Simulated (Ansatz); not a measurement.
# SnO: band gap under strain

Aim: follow the gap of the known phase of SnO with 4 atoms a cell through these states: -3.6 % shear in the xy plane; +4.7 % strain along z alone. The table at the end shows which levels were run.

Code: Ansatz 0.2.0. PAW datasets, plane waves. Spin-unpolarised throughout; all numbers are computed.

**1. The structure to begin with**

The unstrained cell was relaxed with r2SCAN+rVV10; in each strained cell the atoms were relaxed again with r2SCAN+rVV10. Names of k-points are those of the unstrained zone, where strain can split equivalent points. First state: -3.6 % shear in the xy plane.

It is orthorhombic, Cmme (No. 67); conventional cell a = 5.267 Å, b = 5.460 Å, c = 4.758 Å, 17.11 Å³ an atom. Near Sn stand 4 O at 2.22 Å; near O stand 4 Sn at 2.22 Å.

As a file:

Space group Cmme (No. 67). a = 5.267 Å, b = 5.460 Å, c = 4.758 Å, α = 90.00°, β = 90.00°, γ = 90.00°
```csv
atom,site,symmetry,x,y,z
Sn,4g,mm2,0.0000,0.7500,0.2410
O,4a,222,0.7500,0.0000,0.0000
```

From earlier runs on the unstrained cell: PBE -0.08 eV, r2SCAN 0.02 eV, HSE06 0.24 eV; a = 3.793 Å, c = 4.758 Å.

**2. -3.6 % shear in the xy plane: PBE**

input.yaml

```yaml
crystal:
  lattice:
    - [3.7926488416, -0.0680780467, 0.0]
    - [-0.0680780467, 3.7926488416, 0.0]
    - [0.0, 0.0, 4.7582137882]
  atoms:
    - { symbol: Sn, position: [0.5, 0.0, 0.2410340873] }
    - { symbol: Sn, position: [0.0, 0.5, 0.7589659127] }
    - { symbol: O, position: [0.0, 0.0, 0.0] }
    - { symbol: O, position: [0.5, 0.5, 0.0] }
kpoints:
  mp_grid: { grid: [6, 6, 6] }
  band_path:
    path:
      - [0.0, 0.0, 0.0]
      - [0.0, 0.5, 0.0]
      - [0.5, 0.5, 0.0]
      - [0.0, 0.0, 0.5]
      - [0.0, 0.5, 0.5]
      - [0.5, 0.5, 0.5]
      - [-0.057292, -0.057292, 0.0]
    npoints: 1
hamiltonian:
  xc: pbe
scf:
  occupations: { method: fermi_dirac, width: 0.02 }
  n_extra_bands: 5
output:
  forces: true
  stress: true
  eigenvalues: true
```

On the command line:

```
> ansatz run input.yaml --threads 4 --pin off --max-ram 5529MiB --backend cpu --events-out ev --progress --plain --runs-dir out
```

What it wrote (excerpt; [...] marks lines left out):

```text
Warning: RAYON_NUM_THREADS=4 ignored (pool sized by the plan → 4); use --threads N
scf.n_extra_bands = 5 over 20 filled bands (N_el = 40.0): the run solves 25 bands
[...]
Pseudopotentials: kind: paw
Pseudopotential: Sn, paw, valence charge 14, recommended cutoff 420 eV (normal), Sn.paw.azcp
Pseudopotential: O, paw, valence charge 6, recommended cutoff 420 eV (normal), O.paw.azcp
Functional definition: PBE
[...]
Crystal: 4 atoms, lattice volume = 68.421 Å³
Basis set: ecut = 420 eV, 1335 PW (Γ), exchange–correlation on 54×54×64 points (8 copies of the dense FFT grid, shifted against one another)
Bands: 25, of which v1, the nominal top of the filled ones, is band 20 counted from 1 (19 counted from 0)
Symmetry: 8 space group operations
Space group: Cmme (ITA 67), of the structure as read, at distance tolerance 4.1e-5 Å
k-points: 52 of 216
[...]
SCF iter   1: F=—  HF=-13183.300869 eV  |F-HF|=—  |Δ(HF+E_count)|=         —  Δρ=1.85e-3  dr2=9.62e-4  ethr=1.77e-3  ⟨swp⟩=6.8  Hψ=6223  notcnv=0
[...]
SCF iter   7: F=-13183.300852 eV  HF=-13183.300852 eV  |F-HF|=7.33e-9  |Δ(HF+E_count)|=   5.76e-9  Δρ=5.13e-6  dr2=1.91e-8  ethr=2.50e-10  ⟨swp⟩=8.2  Hψ=5222  notcnv=0
[...]
NSCF: frozen V_eff on 7 k-points
SCF converged after 7 iterations
Free energy (F): -13183.300852 eV
[...]
E sigma→0 (E₀):  -13183.300646 eV
Entropy (-TS):   -0.000413 eV (-0.103 meV/atom)
Fermi energy:    10.343689 eV
[...]
--- Forces (eV/Å), atoms counted from 1 ---
  atom   1  Sn     0.00000000     0.00000000     0.49452706
  atom   2  Sn    -0.00000000     0.00000000    -0.49452706
  atom   3  O     -0.00000000     0.00000000     0.00000000
  atom   4  O      0.00000000     0.00000000    -0.00000000
[...]
--- Stress (GPa, compression-positive) ---
        5.772792       3.083831      -0.000000
        3.083831       5.772792       0.000000
       -0.000000      -0.000000       4.788074
  P = ⅓ Tr σ = 5.4446 GPa (54.446 kbar)
--- Band table (eV; the first three rows and the last of 52) ---
  k-point 0: bands = ["-11.7385", "-11.2907", "-11.2730", "-11.2622", "-11.2326", "-11.2214", "-11.1683", "-11.1647", "-11.1432", "-11.1348", "-10.0141", "-7.2754", "2.6642", "3.5077", "3.9381", "3.9970", "6.8040", "6.8657", "7.3556", "10.4018", "12.5604", "14.8474", "14.9345", "15.0939", [...]
[...]
```

Wall time 1.7 s (4 threads of Arm Neoverse V1, shared host); peak memory 0.39 GiB.

With PBE the last filled band overlaps the next by 0.13 eV, so there is no gap.

Band energies at the special points (eV, zero at the top of v, the last band that the electrons fill by count):

```
point    v−1      v      c    c+1
    Γ  -3.05  -0.01   2.15   4.44
    X  -2.86  -2.86   3.26   3.26
    M  -2.08  -1.87  -0.13  -0.05
    Z  -3.03  -2.33   1.71   2.69
    R  -1.84  -1.84   2.62   2.62
    A  -2.61  -2.46   2.21   2.27
```

**3. -3.6 % shear in the xy plane: r2SCAN**

Changes to input.yaml since step 2:

```diff
@@ -23,3 +23,3 @@
 hamiltonian:
-  xc: pbe
+  xc: r2scan
 scf:
```

On the command line:

```
> ansatz run input.yaml --threads 4 --pin off --max-ram 5529MiB --backend cpu --events-out ev --progress --plain --runs-dir out
```

What it wrote (excerpt; [...] marks lines left out):

```text
Warning: RAYON_NUM_THREADS=4 ignored (pool sized by the plan → 4); use --threads N
scf.n_extra_bands = 5 over 20 filled bands (N_el = 40.0): the run solves 25 bands
[...]
[... 1 set-up line as earlier in the session ...]
Pseudopotential: Sn, paw, valence charge 14, recommended cutoff 500 eV (meta_gga), Sn.paw.azcp
Pseudopotential: O, paw, valence charge 6, recommended cutoff 500 eV (meta_gga), O.paw.azcp
Functional definition: r2SCAN
[...]
Crystal: 4 atoms, lattice volume = 68.421 Å³
Basis set: ecut = 500 eV, 1709 PW (Γ), exchange–correlation on 120×120×144 points (64 copies of the dense FFT grid, shifted against one another)
Bands: 25, of which v1, the nominal top of the filled ones, is band 20 counted from 1 (19 counted from 0)
[... 2 set-up lines as earlier in the session ...]
k-points: 52 of 216
[...]
SCF iter   1: F=—  HF=-13214.569811 eV  |F-HF|=—  |Δ(HF+E_count)|=         —  Δρ=8.09e-3  dr2=3.78e-2  dr2_τ=1.16e-1  ethr=1.77e-3  ⟨swp⟩=6.8  Hψ=6247  notcnv=0
[...]
SCF iter   8: F=-13214.653767 eV  HF=-13214.653767 eV  |F-HF|=5.26e-8  |Δ(HF+E_count)|=   8.99e-8  Δρ=8.93e-6  dr2=7.37e-8  dr2_τ=3.41e-9  ethr=2.50e-10  ⟨swp⟩=8.7  Hψ=6577  notcnv=0
[...]
NSCF: frozen V_eff on 7 k-points
SCF converged after 8 iterations
Free energy (F): -13214.653767 eV
[...]
E sigma→0 (E₀):  -13214.653624 eV
Entropy (-TS):   -0.000286 eV (-0.072 meV/atom)
Fermi energy:    10.374108 eV
[...]
--- Forces (eV/Å), atoms counted from 1 ---
  atom   1  Sn     0.00000000     0.00000000    -0.01972943
  atom   2  Sn    -0.00000000     0.00000000     0.01972943
  atom   3  O     -0.00000000     0.00000000     0.00000000
  atom   4  O      0.00000000     0.00000000    -0.00000000
[...]
--- Stress (GPa, compression-positive) ---
        1.250645       3.366170      -0.000000
        3.366170       1.250645       0.000000
       -0.000000       0.000000       1.253472
  P = ⅓ Tr σ = 1.2516 GPa (12.516 kbar)
--- Band table (eV; the first three rows and the last of 52) ---
[... band rows left out ...]
[...]
```

It took 4.4 s on 4 threads of Arm Neoverse V1, shared host; peak memory 0.55 GiB.

At the r2SCAN level the bands overlap by 0.02 eV: a metal or semimetal.

Stress along x, y, z: 1.25, 1.25, 1.25 GPa (compression positive); off the diagonal xy, xz, yz: 3.37, 0.00, 0.00 GPa.

**4. -3.6 % shear in the xy plane: HSE06**

Changes to input.yaml since step 3:

```diff
@@ -11,3 +11,3 @@
 kpoints:
-  mp_grid: { grid: [6, 6, 6] }
+  mp_grid: { grid: [4, 4, 4] }
   band_path:
@@ -23,3 +23,3 @@
 hamiltonian:
-  xc: r2scan
+  xc: hse06
 scf:
```

On the command line:

```
> ansatz run input.yaml --threads 4 --pin off --max-ram 5529MiB --backend cpu --events-out ev --progress --plain --runs-dir out
```

What it wrote (excerpt; [...] marks lines left out):

```text
Warning: output.stress: scf.convergence.dr2_threshold = 1e-7 eV (the SCF's general default) is looser than the 4e-10 eV advised for a printed stress (1e-10 eV for each atom of the cell: 4). What an SCF threshold leaves in a stress goes as its square root, and in the free energy as the [...]
Warning: output.stress: scf.exx.energy_threshold = 1e-6 eV is looser than the 4e-8 eV advised for a stress under a hybrid functional (1e-8 eV for each atom of the cell: 4). Every SCF of the exchange loop can meet its threshold on dr2 while the loop round them stops early: no threshold on [...]
Warning: RAYON_NUM_THREADS=4 ignored (pool sized by the plan → 4); use --threads N
scf.n_extra_bands = 5 over 20 filled bands (N_el = 40.0): the run solves 25 bands
[...]
[... 3 set-up lines as earlier in the session ...]
Functional definition: HSE06
[...]
Crystal: 4 atoms, lattice volume = 68.421 Å³
Basis set: ecut = 420 eV, 1335 PW (Γ), exchange–correlation on 54×54×64 points (8 copies of the dense FFT grid, shifted against one another)
[...]
hybrid outer 3: dexx = +2.445e-9 eV, tail = 3.37e-9 eV, Δε = 1.04e-4 eV (about 2.68e-5 eV left of the loop's levels), ΔF = 2.19e-5 eV/Å (tail 2.18e-4)
NSCF: frozen V_eff on 7 k-points
hybrid SCF converged: 3 outer / 12 inner (+9 warm-up), last move |dexx| = 2.44e-9 eV, tail = 3.37e-9 eV
Stability not checked: this state was not tested for a lower state beside it, because the functional holds exact exchange (a hybrid, or Hartree-Fock), whose exchange loop this test does not read (fock_operator; see scf.lower_state_search)
Free energy (F): -13190.872266 eV
Frozen-core exchange: fock
[...]
E sigma→0 (E₀):  -13190.872237 eV
Entropy (-TS):   -0.000058 eV (-0.015 meV/atom)
Fermi energy:    10.314026 eV
[...]
--- Forces (eV/Å), atoms counted from 1 ---
  atom   1  Sn     0.00000000     0.00000000    -0.16609090
  atom   2  Sn    -0.00000000    -0.00000000     0.16609090
  atom   3  O     -0.00000000     0.00000000     0.00000000
  atom   4  O      0.00000000     0.00000000    -0.00000000
[...]
--- Stress (GPa, compression-positive) ---
        0.785302       3.419916      -0.000000
        3.419916       0.785302      -0.000000
       -0.000000      -0.000000       1.042058
  P = ⅓ Tr σ = 0.8709 GPa (8.709 kbar)
--- Band table (eV; the first three rows and the last of 21) ---
[... band rows left out ...]
[...]
```

Wall time 36 s (4 threads of Arm Neoverse V1, shared host); peak memory 1.3 GiB.

The HSE06 gap is 0.19 eV and indirect (Γ to M), with 2.41 eV as the least direct one.

**5. +4.7 % strain along z alone: PBE**

It is tetragonal, P4/nmm (No. 129); conventional cell a = 3.793 Å, c = 4.983 Å, 17.92 Å³ an atom. Around Sn lie 4 O at 2.22 Å; around O lie 4 Sn at 2.22 Å.

input.yaml

```yaml
crystal:
  lattice:
    - [3.7926488416, 0.0, 0.0]
    - [0.0, 3.7926488416, 0.0]
    - [0.0, 0.0, 4.982801479]
  atoms:
    - { symbol: Sn, position: [0.5, 0.0, 0.2315746403] }
    - { symbol: Sn, position: [0.0, 0.5, 0.7684253597] }
    - { symbol: O, position: [0.0, 0.0, 0.0] }
    - { symbol: O, position: [0.5, 0.5, 0.0] }
kpoints:
  mp_grid: { grid: [6, 6, 6] }
  band_path:
    path:
      - [0.0, 0.0, 0.0]
      - [0.0, 0.5, 0.0]
      - [0.5, 0.5, 0.0]
      - [0.0, 0.0, 0.5]
      - [0.0, 0.5, 0.5]
      - [0.5, 0.5, 0.5]
      - [-0.036458, -0.036458, 0.0]
    npoints: 1
hamiltonian:
  xc: pbe
scf:
  occupations: { method: fermi_dirac, width: 0.02 }
  n_extra_bands: 5
output:
  forces: true
  stress: true
  eigenvalues: true
```

On the command line:

```
> ansatz run input.yaml --threads 4 --pin off --max-ram 5529MiB --backend cpu --events-out ev --progress --plain --runs-dir out
```

What it wrote (excerpt; [...] marks lines left out):

```text
Warning: RAYON_NUM_THREADS=4 ignored (pool sized by the plan → 4); use --threads N
scf.n_extra_bands = 5 over 20 filled bands (N_el = 40.0): the run solves 25 bands
[...]
[... 4 set-up lines as earlier in the session ...]
[...]
Crystal: 4 atoms, lattice volume = 71.674 Å³
Basis set: ecut = 420 eV, 1401 PW (Γ), exchange–correlation on 54×54×72 points (8 copies of the dense FFT grid, shifted against one another)
Bands: 25, of which v1, the nominal top of the filled ones, is band 20 counted from 1 (19 counted from 0)
Symmetry: 16 space group operations
Space group: P4/nmm (ITA 129), of the structure as read, at distance tolerance 4.2e-5 Å
k-points: 40 of 216
[...]
SCF iter   1: F=—  HF=-13183.357205 eV  |F-HF|=—  |Δ(HF+E_count)|=         —  Δρ=1.50e-3  dr2=1.46e-3  ethr=1.77e-3  ⟨swp⟩=6.3  Hψ=4763  notcnv=0
[...]
SCF iter   7: F=-13183.357421 eV  HF=-13183.357421 eV  |F-HF|=8.02e-9  |Δ(HF+E_count)|=   1.22e-7  Δρ=3.12e-6  dr2=7.00e-9  ethr=2.50e-10  ⟨swp⟩=8.6  Hψ=4315  notcnv=0
[...]
NSCF: frozen V_eff on 7 k-points
SCF converged after 7 iterations
Free energy (F): -13183.357421 eV
[...]
E sigma→0 (E₀):  -13183.357411 eV
Entropy (-TS):   -0.000021 eV (-0.005 meV/atom)
Fermi energy:    9.822502 eV
[...]
--- Forces (eV/Å), atoms counted from 1 ---
  atom   1  Sn     0.00000000     0.00000000     0.49568885
  atom   2  Sn     0.00000000     0.00000000    -0.49568885
  atom   3  O      0.00000000     0.00000000     0.00000000
  atom   4  O      0.00000000     0.00000000     0.00000000
[...]
--- Stress (GPa, compression-positive) ---
        4.994220       0.000000       0.000000
        0.000000       4.994220       0.000000
        0.000000       0.000000       3.072508
  P = ⅓ Tr σ = 4.3536 GPa (43.536 kbar)
--- Band table (eV; the first three rows and the last of 40) ---
[... band rows left out ...]
[...]
```

Wall time 1.5 s (4 threads of Arm Neoverse V1, shared host); peak memory 0.38 GiB.

Gap with PBE: 0.20 eV, valence top at (-0.04, -0.04, 0.00), conduction bottom at M. Least direct gap: 2.03 eV.

Band energies at the special points (eV, zero at the top of v, the last band that the electrons fill by count):

```
point    v−1      v     c   c+1
    Γ  -3.21   0.00  2.03  4.05
    X  -2.71  -2.71  3.02  3.02
    M  -1.94  -1.94  0.20  0.20
    Z  -3.23  -2.34  1.76  3.13
    R  -1.81  -1.81  2.41  2.41
    A  -2.55  -2.55  2.35  2.35
```

**6. +4.7 % strain along z alone: r2SCAN**

Changes to input.yaml since step 5:

```diff
@@ -23,5 +23,5 @@
 hamiltonian:
-  xc: pbe
+  xc: r2scan
 scf:
-  occupations: { method: fermi_dirac, width: 0.02 }
+  occupations: { method: fixed }
   n_extra_bands: 5
@@ -31 +31,5 @@
   eigenvalues: true
+  write_density: true
+  write_potential: true
+  elf: true
+  volumetric_format: npy
```

On the command line:

```
> ansatz run input.yaml --threads 4 --pin off --max-ram 5529MiB --backend cpu --events-out ev --progress --plain --runs-dir out
```

What it wrote (excerpt; [...] marks lines left out):

```text
Warning: RAYON_NUM_THREADS=4 ignored (pool sized by the plan → 4); use --threads N
scf.n_extra_bands = 5 over 20 filled bands (N_el = 40.0): the run solves 25 bands
[...]
[... 4 set-up lines as earlier in the session ...]
[...]
Crystal: 4 atoms, lattice volume = 71.674 Å³
Basis set: ecut = 500 eV, 1819 PW (Γ), exchange–correlation on 120×120×160 points (64 copies of the dense FFT grid, shifted against one another)
Bands: 25, of which v1, the nominal top of the filled ones, is band 20 counted from 1 (19 counted from 0)
[... 2 set-up lines as earlier in the session ...]
k-points: 40 of 216
[...]
SCF iter   1: F=—  HF=-13214.610953 eV  |F-HF|=—  |Δ(HF+E_count)|=         —  Δρ=8.18e-3  dr2=4.28e-2  dr2_τ=1.17e-1  ethr=1.77e-3  ⟨swp⟩=5.0  Hψ=3919  notcnv=0  defer=112
[...]
SCF iter   7: F=-13214.690785 eV  HF=-13214.690785 eV  |F-HF|=2.23e-8  |Δ(HF+E_count)|=   1.57e-7  Δρ=6.48e-6  dr2=2.95e-8  dr2_τ=1.00e-9  ethr=2.50e-10  ⟨swp⟩=15.3  Hψ=8170  notcnv=0
[...]
NSCF: frozen V_eff on 7 k-points
SCF converged after 7 iterations
Free energy (F): -13214.690785 eV
[...]
E sigma→0 (E₀):  -13214.690785 eV
Fermi energy:    9.673719 eV
[...]
--- Forces (eV/Å), atoms counted from 1 ---
  atom   1  Sn     0.00000000     0.00000000    -0.01662829
  atom   2  Sn     0.00000000     0.00000000     0.01662829
  atom   3  O      0.00000000     0.00000000    -0.00000000
  atom   4  O      0.00000000     0.00000000     0.00000000
[...]
--- Stress (GPa, compression-positive) ---
        0.637578       0.000000       0.000000
        0.000000       0.637578       0.000000
        0.000000       0.000000      -0.186197
  P = ⅓ Tr σ = 0.3630 GPa (3.630 kbar)
--- Band table (eV; the first three rows and the last of 40) ---
[... band rows left out ...]
[...]
```

It took 3.8 s on 4 threads of Arm Neoverse V1, shared host; peak memory 0.56 GiB.

The r2SCAN gap is 0.35 eV and indirect (Γ to M), with 2.37 eV as the least direct one.

Stress along x, y, z: 0.64, 0.64, -0.19 GPa (compression positive).

**7. +4.7 % strain along z alone: HSE06**

Changes to input.yaml since step 6:

```diff
@@ -11,3 +11,3 @@
 kpoints:
-  mp_grid: { grid: [6, 6, 6] }
+  mp_grid: { grid: [4, 4, 4] }
   band_path:
@@ -23,3 +23,3 @@
 hamiltonian:
-  xc: r2scan
+  xc: hse06
 scf:
```

On the command line:

```
> ansatz run input.yaml --threads 4 --pin off --max-ram 5529MiB --backend cpu --events-out ev --progress --plain --runs-dir out
```

What it wrote (excerpt; [...] marks lines left out):

```text
Warning: output.stress: scf.convergence.dr2_threshold = 1e-7 eV (the SCF's general default) is looser than the 4e-10 eV advised for a printed stress (1e-10 eV for each atom of the cell: 4). What an SCF threshold leaves in a stress goes as its square root, and in the free energy as the [...]
Warning: output.stress: scf.exx.energy_threshold = 1e-6 eV is looser than the 4e-8 eV advised for a stress under a hybrid functional (1e-8 eV for each atom of the cell: 4). Every SCF of the exchange loop can meet its threshold on dr2 while the loop round them stops early: no threshold on [...]
Warning: RAYON_NUM_THREADS=4 ignored (pool sized by the plan → 4); use --threads N
scf.n_extra_bands = 5 over 20 filled bands (N_el = 40.0): the run solves 25 bands
[...]
[... 4 set-up lines as earlier in the session ...]
[...]
davidson cushion auto → on  (no smearing: the cushion is to keep the highest requested band from converging to the state above it; pin scf.eigensolver.cushion to override)
[...]
SCF iter   3: F=-13190.917684 eV  HF=-13190.917684 eV  |F-HF|=3.69e-10  |Δ(HF+E_count)|=   2.60e-9  Δρ=7.91e-7  dr2=4.18e-10  ethr=1.00e-12  ⟨swp⟩=4.4  Hψ=1777  notcnv=0
[...]
hybrid outer 3: dexx = +2.316e-9 eV, tail = 9.69e-10 eV, Δε = 7.40e-5 eV (about 1.13e-5 eV left of the loop's levels), ΔF = 1.13e-4 eV/Å (tail 2.27e-4)
NSCF: frozen V_eff on 7 k-points
hybrid SCF converged: 3 outer / 16 inner (+5 warm-up), last move |dexx| = 2.32e-9 eV, tail = 9.69e-10 eV
Stability not checked: this state was not tested for a lower state beside it, because the functional holds exact exchange (a hybrid, or Hartree-Fock), whose exchange loop this test does not read (fock_operator; see scf.lower_state_search)
Free energy (F): -13190.917684 eV
Frozen-core exchange: fock
[...]
E sigma→0 (E₀):  -13190.917684 eV
Fermi energy:    9.494315 eV
[...]
--- Forces (eV/Å), atoms counted from 1 ---
  atom   1  Sn     0.00000000     0.00000000    -0.14100859
  atom   2  Sn     0.00000000     0.00000000     0.14100859
  atom   3  O      0.00000000     0.00000000     0.00000000
  atom   4  O      0.00000000     0.00000000    -0.00000000
[...]
--- Stress (GPa, compression-positive) ---
        0.165180       0.000000       0.000000
        0.000000       0.165180       0.000000
        0.000000       0.000000      -0.354045
  P = ⅓ Tr σ = -0.0079 GPa (-0.079 kbar)
--- Band table (eV; the first three rows and the last of 18) ---
[... band rows left out ...]
[...]
```

It took 34 s on 4 threads of Arm Neoverse V1, shared host; peak memory 1.2 GiB.

HSE06 gives an indirect gap of 0.59 eV, from Γ to M; the least direct gap is 2.71 eV.

**8. Results**

Least gap in eV (negative: overlap), with the change from the unstrained cell in brackets:

```
                       state  volume change (%)            PBE         r2SCAN         HSE06
-3.6 % shear in the xy plane               -0.0  -0.13 (-0.05)  -0.02 (-0.04)  0.19 (-0.05)
 +4.7 % strain along z alone               +4.7   0.20 (+0.28)   0.35 (+0.33)  0.59 (+0.35)
```

The largest move of the HSE06 gap in the table is +0.351 eV, under +4.7 % strain along z alone. PBE and HSE06 differ by 0.32 eV on the unstrained gap, and by at most 0.07 eV on its change. Under -3.6 % shear in the xy plane PBE gives no gap, or under 0.02 eV, while HSE06 has one. Spin-orbit coupling is left out of the table, though the cell holds Sn (Z = 50); in an element this heavy it can shift bands and gaps by tenths of an eV.
